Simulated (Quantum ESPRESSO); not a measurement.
# NaH (Fm-3m) in Quantum ESPRESSO: reference runs

Aim: a first look at NaH with PBEsol, on the cell as given, and energy against volume gives the equilibrium volume and stiffness.

All numbers are computed with Quantum ESPRESSO 7.5; they aren't measurements. Logs are shortened: lines on timing, memory, paths and dates and some standing lists are left out, and cuts for length are marked.

## (1) Starting point

The structure is cubic, space group Fm-3m (No. 225). The conventional cell has a = 4.880 Å, b = 4.880 Å, c = 4.880 Å, α = 90.00°, β = 90.00°, γ = 90.00°. Na (site symmetry m-3m) is surrounded by 6 H at 2.44 Å. H (site symmetry m-3m) is surrounded by 6 Na at 2.44 Å.

## (2) Single point, PBEsol

pw.in

```
&CONTROL
  calculation = 'scf'
  prefix = 'pwscf'
  outdir = './tmp'
  pseudo_dir = './pseudo'
  tprnfor = .true.
  tstress = .true.
  disk_io = 'low'
/
&SYSTEM
  ibrav = 0
  nat = 2
  ntyp = 2
  ecutwfc = 45
  ecutrho = 360
  nbnd = 10
  occupations = 'smearing'
  smearing = 'fd'
  degauss = 0.00367493
/
&ELECTRONS
  conv_thr = 4d-10
  electron_maxstep = 120
  mixing_beta = 0.5
/
ATOMIC_SPECIES
Na    22.9898 na_pbesol_v1.5.uspp.F.UPF
H      1.0080 h_pbesol_v1.4.uspp.F.UPF
CELL_PARAMETERS angstrom
   0.0000000000    2.4400000000    2.4400000000
   2.4400000000    0.0000000000    2.4400000000
   2.4400000000    2.4400000000    0.0000000000
ATOMIC_POSITIONS crystal
Na     0.0000000000    0.0000000000    0.0000000000
H      0.5000000000    0.5000000000    0.5000000000
K_POINTS automatic
9 9 9 0 0 0
```

pp_density.in

```
&INPUTPP
  prefix = 'pwscf'
  outdir = './tmp'
  filplot = 'density.dat'
  plot_num = 0
/
&PLOT
  nfile = 1
  filepp(1) = 'density.dat'
  iflag = 3
  output_format = 6
  fileout = 'density.cube'
/
```

pp_potential.in

```
&INPUTPP
  prefix = 'pwscf'
  outdir = './tmp'
  filplot = 'potential.dat'
  plot_num = 11
/
&PLOT
  nfile = 1
  filepp(1) = 'potential.dat'
  iflag = 3
  output_format = 6
  fileout = 'potential.cube'
/
```

Potentials or basis: GBRV 1.5 PBEsol.

Launch:

```
$ OMP_NUM_THREADS=1 mpirun -n 2 pw.x -nk 2 -in pw.in > pw.out
$ OMP_NUM_THREADS=1 mpirun -n 1 pp.x -in pp_density.in > pp_density.out
$ OMP_NUM_THREADS=1 mpirun -n 1 pp.x -in pp_potential.in > pp_potential.out
```

pw.out:

```text
This program is part of the open-source Quantum ESPRESSO suite
     for quantum simulation of materials; please cite
[... 13 lines left out ...]
     --------------------
     sticks:   dense  smooth     PW     G-vecs:    dense   smooth      PW
     Sum        1045     517    163                22419     7943    1459

     Using Slab Decomposition

     bravais-lattice index     =            0
     lattice parameter (alat)  =       6.5208  a.u.
     unit-cell volume          =     196.0632 (a.u.)^3
     number of atoms/cell      =            2
     number of atomic types    =            2
     number of electrons       =        10.00
     number of Kohn-Sham states=           10
     kinetic-energy cutoff     =      45.0000  Ry
     charge density cutoff     =     360.0000  Ry
     scf convergence threshold =      4.0E-10
     mixing beta               =       0.5000
     number of iterations used =            8  plain     mixing
     Exchange-correlation= SLA  PW   PSX  PSC
                           (   1   4  10   8   0   0   0)

     celldm(1)=   6.520842  celldm(2)=   0.000000  celldm(3)=   0.000000
     celldm(4)=   0.000000  celldm(5)=   0.000000  celldm(6)=   0.000000

     crystal axes: (cart. coord. in units of alat)
               a(1) = (   0.000000   0.707107   0.707107 )
               a(2) = (   0.707107   0.000000   0.707107 )
               a(3) = (   0.707107   0.707107   0.000000 )

     reciprocal axes: (cart. coord. in units 2 pi/alat)
               b(1) = ( -0.707107  0.707107  0.707107 )
               b(2) = (  0.707107 -0.707107  0.707107 )
               b(3) = (  0.707107  0.707107 -0.707107 )

     PseudoPot. # 1 for Na read from file:
     na_pbesol_v1.5.uspp.F.UPF
     Pseudo is Ultrasoft, Zval =  9.0
     Generated by new atomic code, or converted to UPF format
     Using radial grid of  819 points,  5 beta functions with:
                l(1) =   0
                l(2) =   0
                l(3) =   1
                l(4) =   1
                l(5) =   2
     Q(r) pseudized with  8 coefficients,  rinner =    1.250   1.250   1.250
                                                       1.250   1.250

     PseudoPot. # 2 for H  read from file:
     h_pbesol_v1.4.uspp.F.UPF
     Pseudo is Ultrasoft, Zval =  1.0
     Generated by new atomic code, or converted to UPF format
     Using radial grid of  615 points,  2 beta functions with:
                l(1) =   0
                l(2) =   0
     Q(r) pseudized with  8 coefficients,  rinner =    0.700

     atomic species   valence    mass     pseudopotential
     Na                9.00    22.98980     Na( 1.00)
     H                 1.00     1.00800     H ( 1.00)

     48 Sym. Ops., with inversion, found

   Cartesian axes

     site n.     atom                  positions (alat units)
         1        Na     tau(   1) = (   0.0000000   0.0000000   0.0000000  )
         2        H      tau(   2) = (   0.7071068   0.7071068   0.7071068  )

     number of k points=    35  Fermi-Dirac smearing, width (Ry)=  0.0037
                       cart. coord. in units 2pi/alat
        k(    1) = (   0.0000000   0.0000000   0.0000000), wk =   0.0027435
        k(    2) = (   0.0785674   0.0785674  -0.0785674), wk =   0.0219479
        k(    3) = (   0.1571348   0.1571348  -0.1571348), wk =   0.0219479
        k(    4) = (   0.2357023   0.2357023  -0.2357023), wk =   0.0219479
        k(    5) = (   0.3142697   0.3142697  -0.3142697), wk =   0.0219479
        k(    6) = (   0.1571348   0.0000000  -0.0000000), wk =   0.0164609
[... 27 lines left out ...]
        k(   34) = (  -0.0000000  -0.4714045   0.6285394), wk =   0.0658436
        k(   35) = (  -0.0785674  -0.3928371   0.7071068), wk =   0.0658436

     Dense  grid:    22419 G-vectors     FFT dimensions: (  40,  40,  40)

     Smooth grid:     7943 G-vectors     FFT dimensions: (  27,  27,  27)

     Initial potential from superposition of free atoms

     starting charge       9.9936, renormalised to      10.0000
     Starting wfcs are    6 randomized atomic wfcs +    4 random wfcs

     Self-consistent Calculation

     iteration #  1     ecut=    45.00 Ry     beta= 0.50
     Davidson diagonalization with overlap
     ethr =  1.00E-02,  avg # of iterations =  6.4

     Threshold (ethr) on eigenvalues was too large:
     Diagonalizing with lowered threshold

     Davidson diagonalization with overlap
     ethr =  8.27E-04,  avg # of iterations =  1.1

     total energy              =     -96.33714207 Ry
     estimated scf accuracy    <       0.08246468 Ry

     iteration #  2     ecut=    45.00 Ry     beta= 0.50
     Davidson diagonalization with overlap
     ethr =  8.25E-04,  avg # of iterations =  1.3

     total energy              =     -96.34189130 Ry
     estimated scf accuracy    <       0.00503503 Ry

     iteration #  3     ecut=    45.00 Ry     beta= 0.50
     Davidson diagonalization with overlap
     ethr =  5.04E-05,  avg # of iterations =  2.6

     total energy              =     -96.34257031 Ry
     estimated scf accuracy    <       0.00011817 Ry
[... 19 lines left out ...]
     total energy              =     -96.34259035 Ry
     estimated scf accuracy    <       0.00000002 Ry

     iteration #  7     ecut=    45.00 Ry     beta= 0.50
     Davidson diagonalization with overlap
     ethr =  1.96E-10,  avg # of iterations =  2.0

     total energy              =     -96.34259037 Ry
     estimated scf accuracy    <          5.7E-10 Ry

     iteration #  8     ecut=    45.00 Ry     beta= 0.50
     Davidson diagonalization with overlap
     ethr =  5.69E-12,  avg # of iterations =  2.0

     End of self-consistent calculation

          k = 0.0000 0.0000 0.0000 (   965 PWs)   bands (ev):

   -49.5278 -21.5807 -21.5807 -21.5807  -3.1229  10.6725  15.6776  15.6776
    15.6776  16.6124

          k = 0.0786 0.0786-0.0786 (   974 PWs)   bands (ev):

   -49.5271 -21.5910 -21.5819 -21.5819  -2.9137   9.9879  13.3686  15.0109
    15.0109  17.4455

          k = 0.1571 0.1571-0.1571 (   989 PWs)   bands (ev):

   -49.5253 -21.6169 -21.5851 -21.5851  -2.3100   8.0624  11.8942  14.2900
    14.2900  17.6734

          k = 0.2357 0.2357-0.2357 (   996 PWs)   bands (ev):

   -49.5232 -21.6460 -21.5886 -21.5886  -1.4076   5.8638  11.2534  13.8127
    13.8127  16.9357
[... 143 lines left out ...]
   -49.5200 -21.6516 -21.6149 -21.6097   0.2417   5.2913   8.2960   9.6556
    13.4745  13.9690

          k =-0.0000-0.4714 0.6285 (  1000 PWs)   bands (ev):

   -49.5198 -21.6449 -21.6261 -21.6083   0.4445   5.5434   6.9064   9.5418
    14.0164  16.2892

          k =-0.0786-0.3928 0.7071 (  1005 PWs)   bands (ev):

   -49.5199 -21.6399 -21.6290 -21.6095   0.4120   5.8726   6.6367   8.9732
    16.1562  16.9539

     the Fermi energy is     1.6572 ev

!    total energy              =     -96.34259037 Ry
     estimated scf accuracy    <          2.4E-11 Ry
     smearing contrib. (-TS)   =      -0.00000000 Ry
     internal energy E=F+TS    =     -96.34259037 Ry

     The total energy is F=E-TS. E is the sum of the following terms:
     one-electron contribution =     -79.74334909 Ry
     hartree contribution      =      41.08630225 Ry
     xc contribution           =     -14.79032149 Ry
     ewald contribution        =     -42.89522205 Ry

     convergence has been achieved in   8 iterations

     Forces acting on atoms (cartesian axes, Ry/au):

     atom    1 type  1   force =     0.00000000    0.00000000   -0.00000000
     atom    2 type  2   force =    -0.00000000   -0.00000000   -0.00000000

     Total force =     0.000000     Total SCF correction =     0.000000

     Computing stress (Cartesian axis) and pressure

          total   stress  (Ry/bohr**3)                   (kbar)     P=      -11.63
  -0.00007907   0.00000000   0.00000000          -11.63        0.00        0.00
   0.00000000  -0.00007907   0.00000000            0.00      -11.63        0.00
   0.00000000   0.00000000  -0.00007907            0.00        0.00      -11.63

=------------------------------------------------------------------------------=
   JOB DONE.
=------------------------------------------------------------------------------=
```

pp_density.out:

```text
This program is part of the open-source Quantum ESPRESSO suite
     for quantum simulation of materials; please cite
         "P. Giannozzi et al., J. Phys.:Condens. Matter 21 395502 (2009);
         "P. Giannozzi et al., J. Phys.:Condens. Matter 29 465901 (2017);
         "P. Giannozzi et al., J. Chem. Phys. 152 154105 (2020);
     in publications or presentations arising from this work. More details at

     IMPORTANT: XC functional enforced from input :
     Exchange-correlation= PBESOL
                           (   1   4  10   8   0   0   0)
     Any further DFT definition will be discarded
     Please, verify this is what you really want

     G-vector sticks info
     --------------------
     sticks:   dense  smooth     PW     G-vecs:    dense   smooth      PW
     Sum        1045     517    163                22419     7943    1459

     Using Slab Decomposition

     Calling punch_plot, plot_num =   0
     Writing data to file  density.dat
     Reading data from file  density.dat

     Writing data to be plotted to file density.cube
     Plot Type: 3D                     Output format: Gaussian cube

=------------------------------------------------------------------------------=
   JOB DONE.
=------------------------------------------------------------------------------=
```

It took 6 s on 2 MPI ranks of Arm Neoverse V1, shared host; peak memory 0.14 GiB.

What came out:

* Free energy: -1310.8077 eV
* Pressure: -1.2 GPa
* Band gap on the k mesh: 3.82 eV, indirect (least direct gap 4.55 eV)

Caveat: an odd mesh through Γ misses points on the zone boundary, where band edges often lie.

(Part 1 of 2 ends here.)
